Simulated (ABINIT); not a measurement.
# Sb (P2_1/m) in ABINIT: further runs

The runs below take Sb through relaxation of cell and atoms, with LDA, PBEsol.

Everything below comes from runs of ABINIT 10.8.3 (patched build). Logs are shortened: lines on timing, memory, paths and dates and some standing lists are left out, and cuts for length are marked. The log counts tension as positive stress, the text compression.

## (1) The structure

Symmetry: P2_1/m, No. 11, monoclinic system. Conventional cell: a = 3.122 Å, b = 4.348 Å, c = 4.406 Å, α = 90.00°, β = 90.51°, γ = 90.00°. Sb (site symmetry m) is surrounded by 6 Sb at 3.04 to 3.15 Å.

This isn't the form of Sb at room conditions, which is rhombohedral.

## (2) Relaxation of cell and atoms, LDA

run.abi

```
# Pseudopotentials
pp_dirpath "./"
pseudos "Sb.LDA_PW-JTH.xml"

# Structure
acell 3.122402 4.347518 4.4060238564 Angstrom
rprim
     1.0000000000     0.0000000000     0.0000000000
     0.0000000000     1.0000000000     0.0000000000
    -0.0088322263     0.0000000000     0.9999609951
ntypat 1
znucl 51
natom 2
typat 1 1
xred
     0.0113890000     0.2500000000     0.2411660000
     0.9886110000     0.7500000000     0.7588340000
chkprim 0
chksymtnons 0
tolsym 1.0e-6

# Plane-wave basis
ecut 16.0
pawecutdg 32.0

# k points
kptopt 1
ngkpt 8 5 5
nshiftk 1
shiftk 0.0 0.0 0.0

# Exchange and correlation
ixc 7

# Bands and occupations
nband 19
occopt 3
tsmear 0.00183747

# SCF cycle
nstep 100
tolvrs 1.0e-9

# Output
iomode 3
prtwf 0
prtden 0
prteig 0
prtebands 0
enunit 2

# Relaxation
ionmov 2
ntime 60
tolmxf 0.0005
optcell 2
dilatmx 1.08
ecutsm 0.5
```

Potentials or basis: JTH PAW LDA v2.0.

Launch:

```sh
abinit run.abi > log 2>&1
```

run.abo:

```text
.Version 10.8.3 of ABINIT
 Symmetries : space group P2_1/m (# 11); Bravais mP (primitive monocl.)
================================================================================
 Values of the parameters that define the memory need of the present run
     intxc =       0    ionmov =       2      iscf =      17    lmnmax =      18
     lnmax =       6     mgfft =      36  mpssoang =       3    mqgrid =    3001
     natom =       2  nloc_mem =       2    nspden =       1   nspinor =       1
    nsppol =       1      nsym =       4    n1xccc =       1    ntypat =       1
    occopt =       3   xclevel =       1
       mpw =        1577          nfft =       27648          nkpt =          63
 PAW method is used; the additional fine FFT grid is defined by:
   mgfftf=        48    nfftf =     82944
================================================================================
================================================================================

--------------------------------------------------------------------------------
------------- Echo of variables that govern the present computation ------------
--------------------------------------------------------------------------------
 -outvars: echo values of preprocessed input variables --------
            acell      5.9004846350E+00  8.2156183475E+00  8.3261783928E+00 Bohr
              amu      1.21753000E+02
          chkprim           0
      chksymtnons           0
          dilatmx      1.08000000E+00
             ecut      1.60000000E+01 Hartree
           ecutsm      5.00000000E-01 Hartree
           enunit           2
           ionmov           2
                       outvar_i_n : Printing only first  50 k-points.
              ixc           7
                       outvar_i_n : Printing only first  50 k-points.
         kptrlatt        8    0    0      0    5    0      0    0    5
          kptrlen      4.10780917E+01
            natom           2
            nband          19
            ngfft          24      32      36
          ngfftdg          36      48      48
             nkpt          63
            nstep         100
             nsym           4
            ntime          60
           ntypat           1
                       prtocc : prtvol=0, do not print more k-points.
           occopt           3
          optcell           2
        pawecutdg      3.20000000E+01 Hartree
           prtden           0
        prtebands           0
           prteig           0
            prtwf           0
            rprim      1.0000000000E+00  0.0000000000E+00  0.0000000000E+00
                       0.0000000000E+00  1.0000000000E+00  0.0000000000E+00
                      -8.8322263000E-03  0.0000000000E+00  9.9996099510E-01
          spgroup          11
           tolmxf      5.00000000E-04
           tolsym      1.00000000E-06
           tolvrs      1.00000000E-09
           tsmear      1.83747000E-03 Hartree
            typat      1  1
           useylm           1
                       outvars : Printing only first  50 k-points.
[... 1173 lines left out ...]
              =  3.036676867328  4.304822551533  4.298059699544 angstroms
 Fermi (or HOMO) energy (hartree) =   0.27131   Average Vxc (hartree)=  -0.35619
 Eigenvalues (hartree) for nkpt=  63  k points:
 kpt#   1, nband= 19, wtk=  0.00500, kpt=  0.0000  0.0000  0.0000 (reduced coord)
  -0.79681   -0.79641   -0.79314   -0.79304   -0.79053   -0.79051   -0.78869   -0.78868
  -0.78851   -0.78522   -0.20026   -0.00180    0.13436    0.13510    0.34842    0.39720
   0.39734    0.39883    0.54386
      occupation numbers for kpt#   1
   2.00000    2.00000    2.00000    2.00000    2.00000    2.00000    2.00000    2.00000
   2.00000    2.00000    2.00000    2.00000    2.00000    2.00000    0.00000    0.00000
   0.00000    0.00000    0.00000
 prteigrs : prtvol=0 or 1, do not print more k-points.

 Fermi (or HOMO) energy (eV) =   7.38265   Average Vxc (eV)=  -9.69236
 Eigenvalues (   eV  ) for nkpt=  63  k points:
 kpt#   1, nband= 19, wtk=  0.00500, kpt=  0.0000  0.0000  0.0000 (reduced coord)
 -21.68217  -21.67143  -21.58251  -21.57982  -21.51142  -21.51095  -21.46140  -21.46117
 -21.45637  -21.36679   -5.44944   -0.04887    3.65602    3.67639    9.48088   10.80824
  10.81207   10.85270   14.79916
 prteigrs : prtvol=0 or 1, do not print more k-points.

--- !EnergyTerms
iteration_state     : {dtset: 1, itime: 11, icycle: 1, }
comment             : Components of total free energy in Hartree
kinetic             :  8.39303449413456E+00
hartree             :  4.56648869413787E+01
xc                  : -4.77311999401156E+00
Ewald energy        : -1.11125809122559E+02
psp_core            :  3.74510685427856E+00
local_psp           : -1.40394748635532E+02
PAW spherical_terms :  3.29147977905557E+01
internal            : -1.65575851671755E+02
'-kT*entropy'       : -2.85140621460495E-04
total_energy        : -1.65576136812376E+02
total_energy_eV     : -4.50555621191897E+03
...

--- !EnergyTermsDC
iteration_state     : {dtset: 1, itime: 11, icycle: 1, }
comment             : '"Double-counting" decomposition of free energy'
band_energy         : -1.50620697045715E+01
Ewald energy        : -1.11125809122559E+02
psp_core            :  3.74510685427856E+00
xc_dc               : -4.49978292757428E+01
PAW spherical_terms :  1.86475119280110E+00
internal            : -1.65575850055794E+02
'-kT*entropy'       : -2.85140621460495E-04
total_energy_dc     : -1.65576135196415E+02
total_energy_dc_eV  : -4.50555616794642E+03
...

--- !EnergyTermsWithPAWCore
iteration_state     : {dtset: 1, itime: 11, icycle: 1, }
comment             : 'Components of total free energy, including PAW core contributions'
Total energy        : -1.29522847074042E+04
Total energy DC     : -1.29522847057882E+04
Total energy (eV)   : -3.52449621941088E+05
Total energy DC (eV): -3.52449621897115E+05
...

 rms coord change=  8.6970E-03   atom, delta coord (reduced):
     1       -0.010479395081      0.000000000000      0.010821014162
     2        0.010479395081      0.000000000000     -0.010821014162

 Cartesian components of stress tensor (hartree/bohr^3)
  sigma(1 1)= -3.92936637E-06  sigma(3 2)=  0.00000000E+00
  sigma(2 2)=  2.25445763E-06  sigma(3 1)=  4.98599759E-07
  sigma(3 3)=  1.37106405E-06  sigma(2 1)=  0.00000000E+00

-Cartesian components of stress tensor (GPa)         [Pressure=  2.9798E-03 GPa]
- sigma(1 1)= -1.15605950E-01  sigma(3 2)=  0.00000000E+00
- sigma(2 2)=  6.63284336E-02  sigma(3 1)=  1.46693114E-02
- sigma(3 3)=  4.03380970E-02  sigma(2 1)=  0.00000000E+00

== END DATASET(S) ==============================================================
================================================================================

 -outvars: echo values of variables after computation  --------
            acell      5.7384876121E+00  8.1349356430E+00  8.1221557049E+00 Bohr
           etotal     -1.6557613520E+02
            fcart     -6.5694474467E-05 -0.0000000000E+00 -1.0116485155E-04
                       6.5694474467E-05 -0.0000000000E+00  1.0116485155E-04
            rprim      9.9998615811E-01  0.0000000000E+00  5.2615200669E-03
                       0.0000000000E+00  1.0000000000E+00  0.0000000000E+00
                      -3.5599867245E-03  0.0000000000E+00  9.9999366323E-01
           strten     -3.9293663668E-06  2.2544576336E-06  1.3710640490E-06
                       0.0000000000E+00  4.9859975855E-07  0.0000000000E+00
           xangst     -1.0935242610E-03  1.0762056379E+00  1.0830629006E+00
                       3.0224273228E+00  3.2286169137E+00  3.2309470994E+00
             xred      9.0960491862E-04  2.5000000000E-01  2.5198701416E-01
                       9.9909039508E-01  7.5000000000E-01  7.4801298584E-01
 Calculation completed.
```

Run time: 6.8 min. Hardware: 1 thread of Arm Neoverse V2, shared host; peak memory 0.14 GiB.

Results:

- Free energy: -4505.5562 eV
- Relaxed volume: 28.09 Å³/atom
- Relaxed cell: a = 3.037 Å, b = 4.305 Å, c = 4.298 Å, α = 90.00°, β = 89.90°, γ = 90.00°
- Space group after relaxing (to 0.05 Å): Pm-3m (No. 221)
- Energy gained by relaxing: 23.2 meV/atom
- Ionic steps: 11
- Pressure after relaxing: 0.0 GPa
- Largest force after relaxing: 0.006 eV/Å
- Band gap on the k mesh: none (metal or under the smearing width)
- Valence electrons inside the program's atomic spheres: Sb 12.46 (radii [1.2705] Å)

Forces on the atoms (eV/Å):
```
Sb  -0.003  0.000 -0.005
Sb   0.003  0.000  0.005
```

Stress tensor (GPa, compression positive):
```
 0.12  0.00 -0.01
 0.00 -0.07  0.00
-0.01  0.00 -0.04
```

Step by step:
```csv
step,energy change (eV),largest force (eV/Å),pressure (GPa),volume (Å³)
1,0.0000,0.0492,-3.53,59.81
2,-0.0136,0.0451,-2.98,59.16
3,-0.0426,0.0901,0.44,55.93
4,-0.0432,0.0797,0.00,56.29
5,-0.0434,0.0761,-0.03,56.31
6,-0.0451,0.0382,-0.16,56.35
7,-0.0455,0.0279,-0.09,56.27
8,-0.0458,0.0203,-0.02,56.20
9,-0.0460,0.0130,0.03,56.16
10,-0.0463,0.0068,0.03,56.16
11,-0.0464,0.0062,0.00,56.19
```

Final structure:
```cif
data_structure
_symmetry_space_group_name_H-M 'P 1'
_symmetry_Int_Tables_number 1
_cell_length_a 3.0367
_cell_length_b 4.3048
_cell_length_c 4.2981
_cell_angle_alpha 90.000
_cell_angle_beta 89.903
_cell_angle_gamma 90.000
_cell_volume 56.19
loop_
_atom_site_label
_atom_site_type_symbol
_atom_site_fract_x
_atom_site_fract_y
_atom_site_fract_z
_atom_site_occupancy
Sb1 Sb 0.00091 0.25000 0.25199 1
Sb2 Sb 0.99909 0.75000 0.74801 1
```

Levels at points of the mesh, in eV from the Fermi level:
```
           k point  band 11  band 12  band 13  band 14  band 15  band 16  band 17  band 18  band 19
(0.00, 0.00, 0.00)   -12.83    -7.43    -3.73    -3.71     2.10     3.43     3.43     3.47     7.42
(0.50, 0.00, 0.00)   -10.18    -5.91    -4.29    -1.69    -1.66    -1.64     4.95     4.96     4.99
```

Spin-orbit coupling is left out, which matters for the levels of Sb.

(Continued in part 2 of 2.)
